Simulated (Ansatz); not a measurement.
A (001) slab of Hf2S (P6_3/mmc (No. 194)), 9 planes, outer planes Hf (top) and Hf (bottom), with 9 atoms (Hf6S3) in a surface cell of A = 9.699 Å², as cut from the bulk:

```xyz
9
Lattice="3.3465 0.0000 0.0000 -1.6733 2.8982 0.0000 0.0000 0.0000 30.1313" Properties=species:S:1:pos:R:3 pbc="T T T"
Hf    0.0000    1.9321    7.5000
S     0.0000    0.0000    9.2335
Hf    0.0000    1.9321   10.9670
Hf    1.6733    0.9661   13.3321
S     0.0000    0.0000   15.0656
Hf    1.6733    0.9661   16.7991
Hf    0.0000    1.9321   19.1642
S     0.0000    0.0000   20.8977
Hf    0.0000    1.9321   22.6313
```

Method: DFT PBEsol, scalar-relativistic, plane waves, PAW (Ansatz 0.2.0). Cutoff 420 eV; k points 12×12×1 on the computed 9-atom cell (Γ-centred); Gaussian smearing, width 0.10 eV; no spin polarisation.

Against the same 9 atoms in the bulk, the slab as cut lies 2.989 eV higher and the relaxed slab 2.967 eV higher.

**Question.** Work out the surface energy before and after relaxation.

**Answer.** The slab has two faces, so γ = (E_slab − N·E_bulk)/(2A), the mean of both. As cut: 2.989/(2 × 9.699) = 0.1541 eV/Å², and 1 eV/Å² = 16.02 J/m², so γ = 2.47 J/m². Relaxed: 2.967/(2 × 9.699) = 0.1530 eV/Å² = 2.45 J/m². Relaxation recovers 0.7 % of the cost of cutting.

**Question.** What is the ideal work of this cut, per area?

**Answer.** Griffith's ideal work is 2γ: 4.94 J/m² if the new faces stay rigid, 4.90 J/m² if they relax. Other cuts parallel to this plane can cost less. One thickness was run, 9 planes, so γ can still shift with it.

The cut passes between two facing Hf planes and leaves every S–Hf–S link within the Hf–S–Hf slabs intact, so the surface energy of 2.45 J/m² mainly measures lost Hf–Hf bonding. In this metal-rich sulfide, sulfur takes up only part of the hafnium valence charge, and the remaining d electrons bind neighbouring slabs together. Hf2S is therefore layered in its stacking but not a van der Waals solid like HfS2, where sulfur planes face each other and cleavage is far cheaper.

Relaxation recovers only 0.7 % of the cost, probably because the outer Hf atoms remain anchored to the sulfur beneath and the exposed metal plane is already close-packed. The small energy gain does not by itself prove that the atomic displacements are small. As the two faces are mirror-equivalent, the mean surface energy is also that of each individual face. The primitive surface cell leaves open whether a reconstruction with a larger lateral period would lower the energy further.
